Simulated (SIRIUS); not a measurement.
Here is a SIRIUS 7.12.0 calculation.

sirius.json

```json
{
  "control": {
    "processing_unit": "cpu",
    "std_evp_solver_name": "lapack",
    "gen_evp_solver_name": "lapack",
    "verbosity": 2,
    "print_forces": true,
    "ortho_rf": true,
    "use_second_variation": true,
    "rmt_max": 3.0,
    "num_bands_to_print": 19,
    "save_wf": true
  },
  "parameters": {
    "electronic_structure_method": "full_potential_lapwlo",
    "xc_functionals": ["XC_GGA_X_PBE_SOL", "XC_GGA_C_PBE_SOL"],
    "core_relativity": "dirac",
    "valence_relativity": "iora",
    "num_fv_states": 19,
    "smearing": "fermi_dirac",
    "smearing_width": 0.0018374661,
    "pw_cutoff": 20,
    "gk_cutoff": 3.93,
    "lmax_apw": 10,
    "lmax_rho": 8,
    "lmax_pot": 8,
    "num_mag_dims": 1,
    "auto_rmt": 0,
    "ngridk": [13, 13, 13],
    "shiftk": [0, 0, 0],
    "num_dft_iter": 80,
    "energy_tol": 1e-07,
    "density_tol": 1e-05,
    "use_symmetry": true
  },
  "settings": {"tol_ne": 1e-10},
  "iterative_solver": {"type": "exact"},
  "mixer": {"type": "anderson", "beta": 0.4, "max_history": 8},
  "unit_cell": {
    "lattice_vectors": [[0.0, 3.2835369649, 3.2835369649], [3.2835369649, 0.0, 3.2835369649], [3.2835369649, 3.2835369649, 0.0]],
    "atom_types": ["Ni"],
    "atom_files": {"Ni": "Ni.json"},
    "atoms": {"Ni": [[0.0, 0.0, 0.0, 0.0, 0.0, 1.0]]}
  }
}
```

The input Ni.json:

```json
{
  "name": "nickel",
  "symbol": "Ni",
  "number": 28,
  "mass": 58.6934,
  "rmin": 1e-06,
  "rmt": 2.24,
  "nrmt": 800,
  "rinf": 14.89,
  "core": "1s2s2p",
  "valence": [
    {"basis": [{"enu": 0.1, "dme": 0, "n": 0, "auto": 0}, {"enu": 0.1, "dme": 1, "n": 0, "auto": 0}]},
    {"l": 0, "n": 1, "basis": [{"enu": 0.2, "dme": 0, "n": 0, "auto": 0}]},
    {"l": 1, "n": 2, "basis": [{"enu": 0.2, "dme": 0, "n": 0, "auto": 0}]},
    {"l": 2, "n": 3, "basis": [{"enu": 0.189, "dme": 0, "n": 0, "auto": 0}]},
    {"l": 3, "n": 4, "basis": [{"enu": 0.2, "dme": 0, "n": 0, "auto": 0}]}
  ],
  "lo": [
    {"l": 0, "basis": [{"enu": 0.2, "dme": 0, "n": 0, "auto": 0}, {"enu": 0.2, "dme": 1, "n": 0, "auto": 0}]},
    {
      "l": 0,
      "basis": [{"enu": -3.6366, "dme": 0, "n": 3, "auto": 1}, {"enu": -3.6366, "dme": 1, "n": 3, "auto": 1}]
    },
    {"l": 0, "basis": [{"enu": -3.6366, "dme": 1, "n": 3, "auto": 1}, {"enu": 0.2, "dme": 0, "n": 0, "auto": 0}]},
    {"l": 0, "basis": [{"enu": 0.2, "dme": 0, "n": 0, "auto": 0}, {"enu": 3.3888, "dme": 0, "n": 0, "auto": 0}]},
    {"l": 1, "basis": [{"enu": 0.2, "dme": 0, "n": 0, "auto": 0}, {"enu": 0.2, "dme": 1, "n": 0, "auto": 0}]},
    {
      "l": 1,
      "basis": [{"enu": -2.2009, "dme": 0, "n": 3, "auto": 1}, {"enu": -2.2009, "dme": 1, "n": 3, "auto": 1}]
    },
    {"l": 1, "basis": [{"enu": -2.2009, "dme": 1, "n": 3, "auto": 1}, {"enu": 0.2, "dme": 0, "n": 0, "auto": 0}]},
    {"l": 1, "basis": [{"enu": 0.2, "dme": 0, "n": 0, "auto": 0}, {"enu": 3.8671, "dme": 0, "n": 0, "auto": 0}]},
    {"l": 2, "basis": [{"enu": 0.189, "dme": 0, "n": 0, "auto": 0}, {"enu": 0.189, "dme": 1, "n": 0, "auto": 0}]},
    {"l": 2, "basis": [{"enu": 0.189, "dme": 1, "n": 0, "auto": 0}, {"enu": 0.189, "dme": 2, "n": 0, "auto": 0}]},
    {
      "l": 2,
      "basis": [{"enu": 0.189, "dme": 0, "n": 0, "auto": 0}, {"enu": 3.2981, "dme": 0, "n": 0, "auto": 0}]
    },
    {"l": 3, "basis": [{"enu": 0.2, "dme": 0, "n": 0, "auto": 0}, {"enu": 0.2, "dme": 1, "n": 0, "auto": 0}]},
    {"l": 3, "basis": [{"enu": 0.2, "dme": 0, "n": 0, "auto": 0}, {"enu": 3.6678, "dme": 0, "n": 0, "auto": 0}]}
  ],
  "free_atom": [... radial grid and density of the free atom, the start of the SCF ...]
}
```

Contents of sirius_start.json:

```json
{
  "control": {
    "processing_unit": "cpu",
    "std_evp_solver_name": "lapack",
    "gen_evp_solver_name": "lapack",
    "verbosity": 1,
    "print_forces": false,
    "ortho_rf": true,
    "use_second_variation": true,
    "rmt_max": 3.0,
    "num_bands_to_print": 19,
    "save_wf": false
  },
  "parameters": {
    "electronic_structure_method": "full_potential_lapwlo",
    "xc_functionals": ["XC_LDA_X", "XC_LDA_C_PW"],
    "core_relativity": "dirac",
    "valence_relativity": "iora",
    "num_fv_states": 19,
    "smearing": "fermi_dirac",
    "smearing_width": 0.0055123983,
    "pw_cutoff": 20,
    "gk_cutoff": 3.14,
    "lmax_apw": 10,
    "lmax_rho": 8,
    "lmax_pot": 8,
    "num_mag_dims": 1,
    "auto_rmt": 0,
    "ngridk": [5, 5, 5],
    "shiftk": [0, 0, 0],
    "num_dft_iter": 30,
    "energy_tol": 0.01,
    "density_tol": 0.05,
    "use_symmetry": true
  },
  "settings": {"tol_ne": 1e-10},
  "iterative_solver": {"type": "exact"},
  "mixer": {"type": "anderson", "beta": 0.4, "max_history": 8},
  "unit_cell": {
    "lattice_vectors": [[0.0, 3.2835369649, 3.2835369649], [3.2835369649, 0.0, 3.2835369649], [3.2835369649, 3.2835369649, 0.0]],
    "atom_types": ["Ni"],
    "atom_files": {"Ni": "Ni.json"},
    "atoms": {"Ni": [[0.0, 0.0, 0.0, 0.0, 0.0, 1.0]]}
  }
}
```

Potentials or basis: all-electron FP-LAPW, apw+lo standard.

Command:

```console
$ OMP_NUM_THREADS=1 sirius.scf --input=sirius_start.json --output=start.json
$ OMP_NUM_THREADS=1 sirius.scf --input=sirius.json --output=output.json --task=1
```

(1) Estimate the site moments.

(2) Estimate the net moment.

Results:

(1) Ni +0.65 μB.

(2) 0.63 μB per cell.
